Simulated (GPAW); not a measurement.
# HfO2 (P4_2/nmc) in GPAW: settings compared, part 2 of 3

GPAW 26.7.0.

**4. Single point, TB-mBJ**

The input, run.py:

```python
from ase import Atoms
from ase.dft.bandgap import bandgap
from ase.io import write
from gpaw import GPAW, PW

atoms = Atoms(['Hf', 'Hf', 'O', 'O', 'O', 'O'],
              cell=[[3.55801933, 0.0, 0.0],
                    [0.0, 3.55801933, 0.0],
                    [0.0, 0.0, 5.17186121]],
              scaled_positions=[[0.0, 0.0, 0.0],
                                [0.5, 0.5, 0.5],
                                [0.0, 0.5, 0.19720788],
                                [0.5, 0.0, 0.30279212],
                                [0.5, 0.0, 0.80279212],
                                [0.0, 0.5, 0.69720788]],
              pbc=True)

calc = GPAW(mode=PW(800),
            xc='TB09',
            kpts={'size': (6, 6, 4), 'gamma': True},
            occupations={'name': 'fermi-dirac', 'width': 0.05},
            nbands=43,
            convergence={'density': 1e-05, 'energy': 1e-05},
            eigensolver='cg',
            maxiter=150,
            txt='gpaw.txt')
atoms.calc = calc
energy = atoms.get_potential_energy()
calc.write('gs.gpw')
write('result.traj', atoms)
print('Fermi level:', round(calc.get_fermi_level(), 4), 'eV')
print(f'Gap: {bandgap(calc)[0]:.4f} eV, direct: {bandgap(calc, direct=True)[0]:.4f} eV')
```

Potentials or basis: GPAW PAW data sets for LDA (gpaw-data 1.2.1), pw.

Started as:

```bash
OMP_NUM_THREADS=1 python run.py
```

gpaw.txt:

```text
___ ___ ___ _ _ _
 |   |   |_  | | | |
 | | | | | . | | | |
 |__ |  _|___|_____|  26.7.0
 |___|_|

Input parameters:
  convergence: {density: 1e-05,
                energy: 1e-05}
  eigensolver: cg
  kpts: {gamma: True,
         size: (6, 6, 4)}
  maxiter: 150
  mode: {ecut: 800.0,
         name: pw}
  nbands: 43
  occupations: {name: fermi-dirac,
                width: 0.05}
  xc: TB09

System changes: positions, numbers, cell, pbc, initial_charges, initial_magmoms

Initialize ...

species:
  Hf:
    name:    Hafnium
    Z:       72.0
    valence: 12
    core:    60
    charge:  0.0  # [|e|]
    compensation charges:
      type: gauss
      rc: 0.41  # [Å]
      lmax: 2
    cutoffs:
      filter: 2.36  # [Å]
      core: 4.02  # [Å]
    projectors
    | kind |    occ | energy [eV] | rcut [Å] |
    |------|--------|-------------|----------|
    |   5s |  2.000 |     -66.988 |    1.397 |
    |   6s |  2.000 |      -5.250 |    1.397 |
    |   5p |  6.000 |     -35.740 |    1.307 |
    |   6p |  0.000 |      -1.470 |    1.307 |
    |   5d |  2.000 |      -2.880 |    1.334 |
    |    d |        |      24.331 |    1.334 |

    Using partial waves for Hf as LCAO basis

  O:
    name:    Oxygen
    Z:       8.0
    valence: 6
    core:    2
    charge:  0.0  # [|e|]
    compensation charges:
      type: gauss
      rc: 0.21  # [Å]
      lmax: 2
    cutoffs:
      filter: 1.17  # [Å]
      core: 0.83  # [Å]
    projectors
    | kind |    occ | energy [eV] | rcut [Å] |
    |------|--------|-------------|----------|
    |   2s |  2.000 |     -23.752 |    0.688 |
    |   2p |  4.000 |      -9.195 |    0.598 |
    |    s |        |       3.459 |    0.688 |
    |    p |        |      18.016 |    0.598 |
    |    d |        |       0.000 |    0.619 |

    Using partial waves for O as LCAO basis

Reference energy: -827394.289250  # eV

Spin-paired calculation

Convergence criteria:
 Maximum [total energy] change in last 3 cyles: 1e-05 eV / valence electron
 Maximum integral of absolute [dens]ity change: 1e-05 electrons / valence electron
 Maximum integral of absolute [eigenst]ate change: 4e-08 eV^2 / valence electron
 Maximum number of scf [iter]ations: 150
 (Square brackets indicate name in SCF output, whereas a 'c' in
 the SCF output indicates the quantity has converged.)

Symmetries present (total): 8

  ( 1  0  0)  ( 1  0  0)  ( 0  1  0)  ( 0  1  0)  ( 0 -1  0)  ( 0 -1  0)
  ( 0  1  0)  ( 0 -1  0)  ( 1  0  0)  (-1  0  0)  ( 1  0  0)  (-1  0  0)
  ( 0  0  1)  ( 0  0  1)  ( 0  0 -1)  ( 0  0 -1)  ( 0  0 -1)  ( 0  0 -1)

  (-1  0  0)  (-1  0  0)
  ( 0  1  0)  ( 0 -1  0)
  ( 0  0  1)  ( 0  0  1)

144 k-points: 6 x 6 x 4 Monkhorst-Pack grid + [1/12,1/12,1/8]
30 k-points in the irreducible part of the Brillouin zone
       k-points in crystal coordinates                weights
   0:     0.00000000    0.00000000    0.00000000          1/144
   1:     0.00000000    0.00000000    0.25000000          2/144
   2:     0.00000000    0.00000000    0.50000000          1/144
   3:     0.16666667    0.00000000    0.00000000          4/144
   4:     0.16666667    0.00000000    0.25000000          8/144
   5:     0.16666667    0.00000000    0.50000000          4/144
   6:     0.16666667    0.16666667    0.00000000          4/144
   7:     0.16666667    0.16666667    0.25000000          8/144
   8:     0.16666667    0.16666667    0.50000000          4/144
   9:     0.33333333    0.00000000    0.00000000          4/144
          ...
  29:     0.50000000    0.50000000    0.50000000          1/144

Wave functions: Plane wave expansion
  Cutoff energy: 800.000 eV
  Number of coefficients (min, max): 3344, 3403
  Pulay-stress correction: 0.000000 eV/Ang^3 (de/decut=0.000000)
  Using FFTW library
  ScaLapack parameters: grid=1x1, blocksize=None
  Wavefunction extrapolation:
    Improved wavefunction reuse through dual PAW basis

Occupation numbers: Fermi-Dirac:
  width: 0.0500  # eV

Eigensolver
   CG(niter=4, rtol=3.0e-01)

Densities:
  Coarse grid: 24*24*35 grid
  Fine grid: 48*48*70 grid
  Total Charge: 0.000000

Density mixing:
  Method: separate
  Backend: msr1
  Linear mixing parameter: 0.05
  old densities: 10
  Width of damping distribution: 1.1
  Damping of long wavelength oscillations: 20

Hamiltonian:
  XC and Coulomb potentials evaluated on a 48*48*70 grid
  Using the TB09 Exchange-Correlation functional
  External potential:
    NoExternalPotential

XC parameters: TB09 with 2 nearest neighbor stencil

Number of atoms: 6
Number of atomic orbitals: 42
Number of bands in calculation: 43
Number of valence electrons: 48
Bands to converge: occupied

... initialized

Initializing position-dependent things.

Density initialized from atomic densities
Creating initial wave functions:
  42 bands from LCAO basis set
  1 band from random numbers

   .--------.
  /|        |
 * |        |
 |O| O      |
 | |   Hf   |
 | |        |
 |O.-O------.
 |/        /
 Hf-------*

Atomic positions and initial magnetic moments

Positions:
   0 Hf     0.000000    0.000000    0.000000    ( 0.0000,  0.0000,  0.0000)
   1 Hf     1.779010    1.779010    2.585931    ( 0.0000,  0.0000,  0.0000)
   2 O      0.000000    1.779010    1.019932    ( 0.0000,  0.0000,  0.0000)
   3 O      1.779010    0.000000    1.565999    ( 0.0000,  0.0000,  0.0000)
   4 O      1.779010    0.000000    4.151929    ( 0.0000,  0.0000,  0.0000)
   5 O      0.000000    1.779010    3.605862    ( 0.0000,  0.0000,  0.0000)

Unit cell:
           periodic     x           y           z      points  spacing
  1. axis:    yes    3.558019    0.000000    0.000000    24     0.1483
  2. axis:    yes    0.000000    3.558019    0.000000    24     0.1483
  3. axis:    yes    0.000000    0.000000    5.171861    35     0.1478

  Lengths:   3.558019   3.558019   5.171861
  Angles:   90.000000  90.000000  90.000000

Effective grid spacing dv^(1/3) = 0.1481

iter:   1 17037.648602
iter:   2 17066.225141   +1.24  -0.79
iter:   3 17062.086791   +0.53  -1.04
iter:   4 17070.860678   -0.05  -0.99
iter:   5 17078.835005   +0.08  -1.24
iter:   6 17089.728510   -0.06  -1.48
iter:   7 17089.003318   -0.35  -1.49
iter:   8 17095.175868   -0.53  -1.64
iter:   9 17095.148145   -0.47  -1.66
iter:  10 17097.158136   -1.18  -2.17
iter:  11 17097.753860   -1.07  -2.09
[... 15 lines left out ...]
iter:  27 17089.916587   -3.52  -3.38
iter:  28 17089.807356   -4.33  -3.42
iter:  29 17090.010879   -4.31  -3.63
iter:  30 17089.921246   -4.15  -3.55
iter:  31 17090.050968   -4.41  -4.46
iter:  32 17089.975562   -4.40  -4.38
iter:  33 17089.946237   -4.39  -4.30
iter:  34 17089.866492   -4.61  -4.22
iter:  35 17089.882742   -4.73  -4.32
iter:  36 17089.864560   -5.39  -4.24
iter:  37 17089.853495   -5.44  -5.05c
iter:  38 17089.865297   -6.00  -4.97
iter:  39 17089.867840   -6.53  -4.89
iter:  40 17089.869646   -7.19  -4.81
iter:  41 17089.870654   -7.68c -4.73
iter:  42 17089.871716   -7.97c -4.65
iter:  43 17089.871844   -8.43c -4.57
iter:  44 17089.871842c  -8.97c -4.49
iter:  45 17089.875374   -7.46c -4.41
iter:  46 17089.875312   -7.88c -4.33
iter:  47 17089.868659   -6.91  -4.23
iter:  48 17089.869816   -7.35  -4.38
iter:  49 17089.858090   -6.43  -4.29
iter:  50 17089.844833   -5.99  -4.87
iter:  51 17089.844809   -6.89  -4.99
iter:  52 17089.846158   -7.64c -5.41c
iter:  53 17089.846277   -8.05c -5.57c
iter:  54 17089.847912   -7.79c -5.63c
iter:  55 17089.847999   -8.61c -5.78c
iter:  56 17089.847201   -8.83c -5.94c
iter:  57 17089.847700   -9.11c -6.10c
iter:  58 17089.847440   -9.37c -6.02c
iter:  59 17089.847499c  -9.52c -6.71c

Converged after 59 iterations.

Dipole moment: (-0.000000, 0.000000, -0.000000) |e|*Ang

Energy contributions relative to reference atoms: (reference = -827394.289250)

Kinetic:        +10.001630
Potential:       -4.394512
External:        +0.000000
XC:            +17087.127220
Entropy (-ST):   -0.000000
Local:           -2.886839
SIC:             +0.000000
--------------------------
Free energy:   +17089.847499
Extrapolated:  +17089.847499

Showing only first 2 kpts
 Kpt  Band  Eigenvalues  Occupancy
  0    22      8.40219    2.00000
  0    23      8.40219    2.00000
  0    24     14.81781    0.00000
  0    25     14.99249    0.00000

  1    22      8.43115    2.00000
  1    23      8.43115    2.00000
  1    24     14.99820    0.00000
  1    25     15.25895    0.00000

Fermi level: 10.33483

Gap: 6.358 eV
Transition (v -> c):
  (s=0, k=2, n=23, [0.00, 0.00, 0.50]) -> (s=0, k=0, n=24, [0.00, 0.00, 0.00])
Direct/indirect transitions are different
Direct gap: 6.416 eV
Transition at: (s=0, k=0, n=23, [0.00, 0.00, 0.00])
Writing to gs.gpw (mode='')
```

It took 3.6 min on 1 thread of AMD EPYC 9R45 (Zen 5), shared host; peak memory 0.42 GiB.

Results:

```
Band gap on the k mesh : 6.36 eV, indirect (least direct gap 6.42 eV)
```

Levels at points of the mesh, in eV from the valence-band top:
| k point | band 20 | band 21 | band 22 | band 23 | band 24 | band 25 | band 26 | band 27 | band 28 | band 29 |
| --- | --- | --- | --- | --- | --- | --- | --- | --- | --- | --- |
| (0.00, 0.00, 0.00) | -1.37 | -0.58 | -0.20 | -0.06 | -0.06 | 6.36 | 6.53 | 7.53 | 7.81 | 8.56 |
| (0.00, 0.00, 0.50) | -2.64 | -0.73 | -0.73 | 0.00 | 0.00 | 7.01 | 7.01 | 7.32 | 7.32 | 10.51 |
| (0.50, 0.00, 0.00) | -1.93 | -1.41 | -1.41 | -0.17 | -0.17 | 6.75 | 6.75 | 7.66 | 7.66 | 8.61 |
| (0.50, 0.00, 0.50) | -1.73 | -1.35 | -1.35 | -0.93 | -0.93 | 6.90 | 6.90 | 7.20 | 7.20 | 8.45 |
| (0.50, 0.50, 0.00) | -1.05 | -0.79 | -0.79 | -0.46 | -0.46 | 7.33 | 7.33 | 7.78 | 7.78 | 8.18 |
| (0.50, 0.50, 0.50) | -1.80 | -1.44 | -1.44 | -0.07 | -0.07 | 7.57 | 7.57 | 7.84 | 7.84 | 8.38 |

Caveat: a model potential gives levels but no total energy; spin-orbit coupling is left out, which moves the levels of the heavy elements.

**5. Dielectric tensor, PBE**

The input, run.py:

```python
import numpy as np
from ase import Atoms
from ase.dft.bandgap import bandgap
from ase.io import write
from gpaw import GPAW, PW
from gpaw.response.df import DielectricFunction

atoms = Atoms(['Hf', 'Hf', 'O', 'O', 'O', 'O'],
              cell=[[3.55801933, 0.0, 0.0],
                    [0.0, 3.55801933, 0.0],
                    [0.0, 0.0, 5.17186121]],
              scaled_positions=[[0.0, 0.0, 0.0],
                                [0.5, 0.5, 0.5],
                                [0.0, 0.5, 0.19720788],
                                [0.5, 0.0, 0.30279212],
                                [0.5, 0.0, 0.80279212],
                                [0.0, 0.5, 0.69720788]],
              pbc=True)

calc = GPAW(mode=PW(600),
            xc='PBE',
            kpts={'size': (6, 6, 4), 'gamma': True},
            occupations={'name': 'fermi-dirac', 'width': 0.001},
            nbands=43,
            convergence={'density': 1e-06},
            maxiter=150,
            txt='gpaw.txt')
atoms.calc = calc
energy = atoms.get_potential_energy()
calc.write('gs.gpw')
write('result.traj', atoms)
print(f'Energy: {energy:.6f} eV')
print('Fermi level:', round(calc.get_fermi_level(), 4), 'eV')
print(f'Gap: {bandgap(calc)[0]:.4f} eV, direct: {bandgap(calc, direct=True)[0]:.4f} eV')

for size in [(7, 7, 5), (10, 10, 7)]:
    name = 'x'.join(str(n) for n in size)
    dense = calc.fixed_density(kpts={'size': size, 'gamma': True},
                               nbands=78, convergence={'bands': 72, 'eigenstates': 1e-7},
                               update_fermi_level=True, txt=f'dense-{name}.txt')
    dense.write(f'{name}.gpw', mode='all')
    df = DielectricFunction(f'{name}.gpw', frequencies=np.array([0.0]), hilbert=False, eta=0.001,
                            ecut=80, nbands=72, intraband=False, txt=f'df-{name}.txt')
    for xc in ['RPA', 'LR0.3', 'ALDA']:
        for direction in ['x', 'y', 'z', [0, 1, 1], [1, 0, 1], [1, 1, 0]]:
            e0, e = df.get_macroscopic_dielectric_constant(xc=xc, direction=direction)
            print(f'{name} {xc} {direction}: {e0:.4f} without, {e:.4f} with local fields')
```

Potentials or basis: GPAW PAW data sets (gpaw-data 1.2.1), pw.

Started as:

```bash
OMP_NUM_THREADS=1 python run.py
```

gpaw.txt:

```text
__  _  _
 | _ |_)|_||  |
 |__||  | ||/\| - 26.7.0

Input parameters:
  mode=PW(ecut=600.0),
  convergence={'density': 1e-06},
  kpts=MonkhorstPack(size=(6, 6, 4), gamma=True),
  maxiter=150,
  nbands=43,
  occupations=Occupations(name='fermi-dirac', width=0.001),
  xc=XC(name='PBE')

Diagonalizing LCAO Hamiltonian
Converting LCAO to pw mode
   .--------.
  /|        |
 * |        |
 |O| O      |
 | |   Hf   |
 | |        |
 |O.-O------.
 |/        /
 Hf-------*

Atoms  # Å, Bohr magnetons
|   | symbol |        x |        y |        z |    initial magnetic moments |
|---|--------|----------|----------|----------|-----------------------------|
| 0 |     Hf | 0.000000 | 0.000000 | 0.000000 | ( 0.0000,  0.0000,  0.0000) |
| 1 |     Hf | 1.779010 | 1.779010 | 2.585931 | ( 0.0000,  0.0000,  0.0000) |
| 2 |      O | 0.000000 | 1.779010 | 1.019932 | ( 0.0000,  0.0000,  0.0000) |
| 3 |      O | 1.779010 | 0.000000 | 1.565999 | ( 0.0000,  0.0000,  0.0000) |
| 4 |      O | 1.779010 | 0.000000 | 4.151929 | ( 0.0000,  0.0000,  0.0000) |
| 5 |      O | 0.000000 | 1.779010 | 3.605862 | ( 0.0000,  0.0000,  0.0000) |

Unit cell  # Å
| periodic |        x |        y |        z |  lengths |    angles |
|----------|----------|----------|----------|----------|-----------|
|      yes | 3.558019 | 0.000000 | 0.000000 | 3.558019 | 90.000000 |
|      yes | 0.000000 | 3.558019 | 0.000000 | 3.558019 | 90.000000 |
|      yes | 0.000000 | 0.000000 | 5.171861 | 5.171861 | 90.000000 |

Number of symmetries: 8
Symmetry operations  # r_c * U_cc + t_c -> r_c
|   | kind |            matrix            |
|---|------|------------------------------|
| 0 |  E   |  1, 0, 0,  0, 1, 0,  0, 0, 1 |
| 1 |  σ   |  1, 0, 0,  0,-1, 0,  0, 0, 1 |
| 2 |  C2  |  0, 1, 0,  1, 0, 0,  0, 0,-1 |
| 3 |  S4  |  0, 1, 0, -1, 0, 0,  0, 0,-1 |
| 4 |  S4  |  0,-1, 0,  1, 0, 0,  0, 0,-1 |
| 5 |  C2  |  0,-1, 0, -1, 0, 0,  0, 0,-1 |
| 6 |  σ   | -1, 0, 0,  0, 1, 0,  0, 0, 1 |
| 7 |  C2  | -1, 0, 0,  0,-1, 0,  0, 0, 1 |

BZ-sampling:
  Number of BZ points: 144
  Number of IBZ points: 30

  Monkhorst-Pack size: [6, 6, 4]
  Monkhorst-Pack shift: [0.08333333333333333, 0.08333333333333333, 0.125]

K-points  # in reciprocal-cell coordinates
|     |                                coordinates |     weight |
|-----|--------------------------------------------|------------|
|   0 | (  0.00000000,   0.00000000,   0.00000000) | 0.00694444 |
|   1 | (  0.00000000,   0.00000000,   0.25000000) | 0.01388889 |
|   2 | (  0.00000000,   0.00000000,   0.50000000) | 0.00694444 |
|   3 | (  0.16666667,   0.00000000,   0.00000000) | 0.02777778 |
|   4 | (  0.16666667,   0.00000000,   0.25000000) | 0.05555556 |
|   5 | (  0.16666667,   0.00000000,   0.50000000) | 0.02777778 |
|   6 | (  0.16666667,   0.16666667,   0.00000000) | 0.02777778 |
|   7 | (  0.16666667,   0.16666667,   0.25000000) | 0.05555556 |
|   8 | (  0.16666667,   0.16666667,   0.50000000) | 0.02777778 |
|   9 | (  0.33333333,   0.00000000,   0.00000000) | 0.02777778 |
| ... |                                            |            |
|  29 | (  0.50000000,   0.50000000,   0.50000000) | 0.00694444 |

Plane wave coefficients: 2212
Cutoff: 600.0 eV

Spin-components: 1 (collinear spins)
Bands:           43
Projectors:      32
Spin-degeneracy: 2
Datatype:        complex128

Parallelization:
  kpt:    1
  domain: 1
  band:   1

Density:
  Valence electrons: 48.0
  Components: 1
  Grid points: [21 21 30]
  Charge: 0.0  # |e|

Potential:
  Grid points: [21 21 30]

species:
  Hf:
    name:    Hafnium
    Z:       72.0
    valence: 12
    core:    60
    charge:  0.0  # [|e|]
    compensation charges:
      type: gauss
      rc: 0.41  # [Å]
      lmax: 2
    cutoffs:
      filter: 2.36  # [Å]
      core: 4.02  # [Å]
    projectors
    | kind |    occ | energy [eV] | rcut [Å] |
    |------|--------|-------------|----------|
    |   5s |  2.000 |     -66.831 |    1.397 |
    |   6s |  2.000 |      -5.097 |    1.397 |
    |   5p |  6.000 |     -35.599 |    1.307 |
    |   6p |  0.000 |      -1.401 |    1.307 |
    |   5d |  2.000 |      -2.699 |    1.334 |
    |    d |        |      24.513 |    1.334 |

    Using partial waves for Hf as LCAO basis

  O:
    name:    Oxygen
    Z:       8.0
    valence: 6
    core:    2
    charge:  0.0  # [|e|]
    compensation charges:
      type: gauss
      rc: 0.21  # [Å]
      lmax: 2
    cutoffs:
      filter: 1.17  # [Å]
      core: 0.83  # [Å]
    projectors
    | kind |    occ | energy [eV] | rcut [Å] |
    |------|--------|-------------|----------|
    |   2s |  2.000 |     -23.961 |    0.688 |
    |   2p |  4.000 |      -9.029 |    0.598 |
    |    s |        |       3.251 |    0.688 |
    |    p |        |      18.182 |    0.598 |
    |    d |        |       0.000 |    0.619 |

    Using partial waves for O as LCAO basis

Reference energy: -827935.639755  # eV

eigensolver:
  PPCG
  Converge bands: occupied
  niter=2

density mixing:
  MSR1-Mixer
  Pratt-step length: 0.05
  Maximum mixing coefficient: 0.75
  Old densities: 10
  SVD Regularization: 0.005
  Good broyden scale: 1.0
  Trust region scale: 1.0
  Backstep threshold: 4.0
  History deletion threshold: 6.0
  Fourier metric: weight=20.0, sigma=0.015

occupation numbers:
  Fermi-Dirac:
    width: 0.0010  # eV

poisson solver:
  ecut: 4800.0  # eV

xc functional:
  name: PBE with 2 nearest neighbor stencil

convergence criteria:
- Maximum integral of absolute [dens]ity change: 1e-06 electrons / valence electron
- Maximum [total energy] change in last 3 cyles: 0.0005 eV / valence electron
- Maximum integral of absolute [eigenst]ate change: 4e-08 eV^2 / valence electron
maximum number of iterations: 150

SCF iterations
|iter     | |      energy | eigst |  dens |
|---------|-|-------------|-------|-------|
|iter:   1| |  -63.739774 | +0.05 |       |
|iter:   2| |  -61.586179 | -1.83 | -0.81 |
|iter:   3| |  -55.951133 | -0.91 | -0.87 |
|iter:   4| |  -55.961605 | -2.64 | -1.48 |
|iter:   5| |  -55.982864 | -2.94 | -1.73 |
|iter:   6| |  -55.982330c| -4.77 | -2.80 |
|iter:   7| |  -55.982391c| -5.74 | -3.30 |
|iter:   8| |  -55.982392c| -6.33 | -3.73 |
|iter:   9| |  -55.982393c| -7.14 | -4.01 |
|iter:  10| |  -55.982393c| -7.73c| -4.85 |
|iter:  11| |  -55.982393c| -8.46c| -5.37 |
|iter:  12| |  -55.982393c| -9.17c| -5.77 |
|iter:  13| |  -55.982393c|-10.02c| -6.54c|

Converged in 13 steps
Energy contributions relative to reference atoms: (reference = -827935.639755)

Energy contributions:
  Kinetic:          62.067339
  Coulomb:         -67.040491
  Zero:              0.339815
  External:          0.000000
  Xc:              -51.349057
  Entropy:          -0.000000
  Spinorbit:         0.000000
  ----------------------------
  Free energy:     -55.982393
  Extrapolated:    -55.982393

dipole moment: (-32.898087, -32.898087, -18.824188)  # |e|*Ang

Fermi level: 8.784
Eigenvalues  # (at kpt = [0.000, 0.000, 0.000])
| band index |      eig [eV] | occ [0-2] |
|------------|---------------|-----------|
|          0 |       -52.476 |     2.000 |
|        ... |               |           |
|         16 |         5.012 |     2.000 |
|         17 |         5.012 |     2.000 |
|         18 |         6.368 |     2.000 |
|         19 |         6.368 |     2.000 |
|         20 |         6.976 |     2.000 |
|         21 |         7.538 |     2.000 |
[... 8 lines left out ...]
|         30 |        16.761 |     0.000 |
|         31 |        16.761 |     0.000 |
|        ... |               |           |
|         42 |        25.636 |     0.000 |

Gap: 4.745 eV
Transition (v -> c):
  (s=0, k=2, n=23, [0.00, 0.00, 0.50]) -> (s=0, k=0, n=24, [0.00, 0.00, 0.00])
Direct/indirect transitions are different
Direct gap: 4.827 eV
Transition at: (s=0, k=0, n=23, [0.00, 0.00, 0.00])
# Writing to gs.gpw (mode='')
```

Run time: 7.8 min. Hardware: 1 thread of Intel Xeon 6975P-C (Granite Rapids), shared host; peak memory 1.7 GiB.

Results:

* Free energy: -55.9824 eV
* Band gap on the k mesh: 4.74 eV, indirect (least direct gap 4.83 eV)
* Electronic dielectric tensor (diagonal): 4.62, 4.62, 4.21

Electronic dielectric tensor:
```
4.62 0.00 0.00
0.00 4.62 0.00
0.00 0.00 4.21
```

Caveat: the long-wavelength limit can be off by several per cent where d states take part; spin-orbit coupling is left out, which moves the levels of the heavy elements; an odd mesh through Γ misses points on the zone boundary, where band edges often lie.

[end of part 2 of 3]
